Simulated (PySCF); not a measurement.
# C4H6O2 (gamma-butyrolactone): levels of theory compared

Wanted: a comparison of 5 runs (HF/STO-3G, HF/3-21G, B3LYP/6-31G*, B2PLYP/cc-pVDZ, SCS-MP2/cc-pVDZ) of C4H6O2 (gamma-butyrolactone). 

The calculation is run with PySCF 2.14.0.

1 further run of the same task is left out (set aside as unsound or not needed).

## (1) The molecule

C4H6O2 has 12 atoms, charge 0, and is taken as a singlet. As SMILES, `O=C1CCCO1`. One bond was lengthened or shortened from a relaxed shape.

Bond lengths: O1–C2 1.195 Å, C2–C3 1.524 Å, C3–C4 1.524 Å, C4–C5 1.534 Å, C2–O6 1.341 Å, C5–O6 1.420 Å, C3–H7 1.092 Å, C3–H8 1.250 Å, C4–H9 1.091 Å, C4–H10 1.087 Å, C5–H11 1.096 Å, C5–H12 1.091 Å. Some angles: O1–C2–C3 127.2°, O1–C2–O6 123.1°, C3–C2–O6 109.7°, C2–C3–C4 103.2°, C3–C4–C5 102.1°, C4–C5–O6 106.2°, C2–O6–C5 111.5°, C2–C3–H7 107.8°, C2–C3–H8 110.7°, C4–C3–H7 112.2°.

## (2) A single-point energy at HF/STO-3G (run 1)

calc.py reads:

```python
from pyscf import gto, scf

mol = gto.Mole()
mol.atom = [
    ('O', (-1.531288, -0.784194, 1.925953)),
    ('C', (-0.963618, -0.450264, 0.928973)),
    ('C', (0.533372, -0.520574, 0.652873)),
    ('C', (0.703612, 0.373736, -0.569327)),
    ('C', (-0.692948, 0.324606, -1.201717)),
    ('O', (-1.597298, 0.049596, -0.142047)),
    ('H', (0.784522, -1.561624, 0.439643)),
    ('H', (1.185080, -0.155960, 1.655660)),
    ('H', (0.943542, 1.392986, -0.264467)),
    ('H', (1.469632, 0.024396, -1.257327)),
    ('H', (-0.774188, -0.480454, -1.941587)),
    ('H', (-0.995398, 1.264666, -1.665297)),
]
mol.charge = 0
mol.basis = 'sto-3g'
mol.verbose = 4
mol.max_memory = 1860
mol.build()

mf = scf.RHF(mol)
mf.conv_tol = 1e-10
mf.kernel()
if not mf.converged:
    mf = mf.newton().run(mf.mo_coeff, mf.mo_occ)

e_tot = mf.e_tot
print('E(%s) = %.9f' % ('HF', e_tot))
```

On the command line:

```bash
$ OMP_NUM_THREADS=1 python calc.py
```

The program printed:

```text
PySCF version 2.14.0

[... 68 lines left out ...]
converged SCF energy = -300.800099174368
E(HF) = -300.800099174
```

Wall time 1.1 s (1 thread of Intel Xeon at 2.70GHz, shared host); peak memory 0.1 GiB.

## (3) A single-point energy at HF/3-21G (run 2)

run.py reads:

```python
from pyscf import gto

system = gto.Mole()
system.atom = [
    ('O', (-1.531288, -0.784194, 1.925953)),
    ('C', (-0.963618, -0.450264, 0.928973)),
    ('C', (0.533372, -0.520574, 0.652873)),
    ('C', (0.703612, 0.373736, -0.569327)),
    ('C', (-0.692948, 0.324606, -1.201717)),
    ('O', (-1.597298, 0.049596, -0.142047)),
    ('H', (0.784522, -1.561624, 0.439643)),
    ('H', (1.185080, -0.155960, 1.655660)),
    ('H', (0.943542, 1.392986, -0.264467)),
    ('H', (1.469632, 0.024396, -1.257327)),
    ('H', (-0.774188, -0.480454, -1.941587)),
    ('H', (-0.995398, 1.264666, -1.665297)),
]
system.spin = 0
system.basis = '3-21g'
system.max_memory = 1860
system.verbose = 3
system.build()

mf = system.RHF()
mf.conv_tol = 1e-10
mf.kernel()
if not mf.converged:
    mf = mf.newton().run(mf.mo_coeff, mf.mo_occ)

etot = mf.e_tot
print('Final energy', etot)
```

On the command line:

```bash
$ OMP_NUM_THREADS=1 python run.py
```

The program printed:

```text
converged SCF energy = -302.984978683439
Final energy -302.9849786834386
```

Wall time 1.6 s (1 thread of Intel Xeon at 2.70GHz, shared host); peak memory 0.14 GiB.

Run 3 isn't shown in full; the table further down has it.

## (4) A single-point energy at B2PLYP/cc-pVDZ (run 4)

run.py reads:

```python
from pyscf import gto, dft, mp

mol = gto.Mole()
mol.atom = '''
O     -1.531288    -0.784194     1.925953
C     -0.963618    -0.450264     0.928973
C      0.533372    -0.520574     0.652873
C      0.703612     0.373736    -0.569327
C     -0.692948     0.324606    -1.201717
O     -1.597298     0.049596    -0.142047
H      0.784522    -1.561624     0.439643
H      1.185080    -0.155960     1.655660
H      0.943542     1.392986    -0.264467
H      1.469632     0.024396    -1.257327
H     -0.774188    -0.480454    -1.941587
H     -0.995398     1.264666    -1.665297
'''
mol.spin = 0
mol.max_memory = 1860
mol.charge = 0
mol.basis = 'cc-pvdz'
mol.verbose = 3
mol.build()

myscf = dft.RKS(mol, xc='0.53*HF + 0.47*B88, 0.73*LYP')
myscf.grids.level = 5
myscf.conv_tol = 1e-10
myscf.kernel()
if not myscf.converged:
    myscf = myscf.newton().run(myscf.mo_coeff, myscf.mo_occ)

pt = mp.MP2(myscf, frozen=6).run()
e_final = myscf.e_tot + 0.27 * pt.e_corr
print('PT2 part  %.8f' % (0.27 * pt.e_corr))
print('E = %.10f Eh' % e_final)
```

On the command line:

```bash
$ OMP_NUM_THREADS=1 python run.py
```

The program printed:

```text
converged SCF energy = -305.897037122394
E(RMP2) = -307.004932856935  E_corr = -1.10789573454052
E(SCS-RMP2) = -306.977075646736  E_corr = -1.0800385243424
PT2 part  -0.29913185
E = -306.1961689707 Eh
```

It took 47 s on 1 thread of Intel Xeon at 2.70GHz, shared host; peak memory 0.62 GiB.

## (5) A single-point energy at SCS-MP2/cc-pVDZ (run 5)

run.py reads:

```python
from pyscf import gto, scf, mp

mol = gto.M(
    atom=[
    ('O', (-1.531288, -0.784194, 1.925953)),
    ('C', (-0.963618, -0.450264, 0.928973)),
    ('C', (0.533372, -0.520574, 0.652873)),
    ('C', (0.703612, 0.373736, -0.569327)),
    ('C', (-0.692948, 0.324606, -1.201717)),
    ('O', (-1.597298, 0.049596, -0.142047)),
    ('H', (0.784522, -1.561624, 0.439643)),
    ('H', (1.185080, -0.155960, 1.655660)),
    ('H', (0.943542, 1.392986, -0.264467)),
    ('H', (1.469632, 0.024396, -1.257327)),
    ('H', (-0.774188, -0.480454, -1.941587)),
    ('H', (-0.995398, 1.264666, -1.665297)),
],
    basis='cc-pvdz',
    verbose=4,
    max_memory=1860,
)

hf = scf.RHF(mol)
hf.conv_tol = 1e-10
hf.kernel()
if not hf.converged:
    hf = hf.newton().run(hf.mo_coeff, hf.mo_occ)

pt = mp.MP2(hf, frozen=6).run()
e_tot = hf.e_tot + 1.2 * pt.e_corr_os + pt.e_corr_ss / 3
print('E(%s) = %.9f' % ('SCS-MP2', e_tot))
```

On the command line:

```bash
$ OMP_NUM_THREADS=1 python run.py
```

The program printed:

```text
PySCF version 2.14.0

[... 70 lines left out ...]
converged SCF energy = -304.712684785587
[... 1 line left out ...]
******** <class 'pyscf.mp.mp2.RMP2'> ********
nocc = 17, nmo = 108
frozen orbitals 6
E(RMP2) = -305.615458618302  E_corr = -0.902773832715209
E(SCS-RMP2) = -305.594277753783  E_corr = -0.88159296819644
E_corr(same-spin) = -0.232771881994397
E_corr(oppo-spin) = -0.670001950720812
E(SCS-MP2) = -305.594277754
```

Wall time 5.4 s (1 thread of Intel Xeon at 2.70GHz, shared host); peak memory 0.37 GiB.

## (6) Overview of the runs

| run | level | integration grid | frozen core orbitals | energy (Eh) | dipole moment (D) of the reference | HOMO energy (eV) | LUMO energy (eV) | wall time |
| --- | --- | --- | --- | --- | --- | --- | --- | --- |
| 1 | HF/STO-3G | – | – | -300.800099 | 3.39 | -8.89 | 8.66 | 1.1 s |
| 2 | HF/3-21G | – | – | -302.984979 | 5.21 | -11.50 | 4.89 | 1.6 s |
| 3 | B3LYP/6-31G* (spherical functions) | 5 | – | -306.474480 | 4.44 | -7.15 | 0.36 | 40 s |
| 4 | B2PLYP/cc-pVDZ | 5 | 6 | -306.196169 | 4.58 | -9.07 | 2.03 | 47 s |
| 5 | SCS-MP2/cc-pVDZ | – | 6 | -305.594278 | 4.97 | -11.70 | 4.23 | 5.4 s |

## (7) Results

```
                                          quantity          value
                               run 5: total energy  -305.59428 Eh
       run 5: dipole moment (Hartree–Fock density)         4.97 D
        run 5: HOMO energy (Hartree–Fock orbitals)      -11.70 eV
        run 5: LUMO energy (Hartree–Fock orbitals)        4.23 eV
      run 5: HOMO–LUMO gap (Hartree–Fock orbitals)       15.94 eV
run 5: correlation energy (6 core orbitals frozen)     -881.6 mEh
```

In words: Over runs 1, 2, 3, 4 the dipole moment (its size) runs from 3.39 D (HF/STO-3G) to 5.21 D (HF/3-21G). Over runs 1, 2, 3, 4 the HOMO–LUMO gap runs from 7.51 eV (B3LYP/6-31G*) to 17.54 eV (HF/STO-3G). The two ends differ in method and basis. Totals of different functionals can't be ranked against each other. In run 1 the basis is minimal, so the values are rough. All runs together took 95 s, the longest 47 s.
